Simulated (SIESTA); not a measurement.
CdSe (Cadmoselite):

```
Cd Se
1.0
     4.30000    0.00000    0.00000
    -2.15000    3.72391    0.00000
     0.00000    0.00000    7.02000
Cd Se
2 2
Direct
  0.66667 0.33333 0.50000
  0.33333 0.66667 0.00000
  0.66667 0.33333 0.88500
  0.33333 0.66667 0.38500
```

Base run:

| Property | Result |
| --- | --- |
| Program | SIESTA 5.4.2 |
| Functional | vdW-DF-C09 |
| Potentials or basis | PseudoDojo 0.4 standard (PBE files) |
| Basis | DZP (energy shift 0.002 Ry) |
| Grid cutoff | 800 Ry |
| Energy shift | 0.002 Ry |
| k mesh | 7 × 7 × 4 |
| Occupations | fermi-dirac, width 0.05 eV |
| Spin | no spin polarisation |

Its results: band gap on the k mesh 0.83 eV, direct; pressure 1.4 GPa; largest force 0.328 eV/Å.

The run is repeated on the same cell with these changes: functional from vdW-DF-C09 to vdW-DF-cx. What comes out?

Band gap on the k mesh 0.88 eV, direct; pressure 1.8 GPa; largest force 0.327 eV/Å.

Caveats: semicore shells carry a single zeta, which can move pressures by several GPa and volumes by a few percent; the potentials were made for another functional, which shifts forces and pressure; the basis of atomic orbitals isn't converged, which shifts pressures, moduli and gaps.
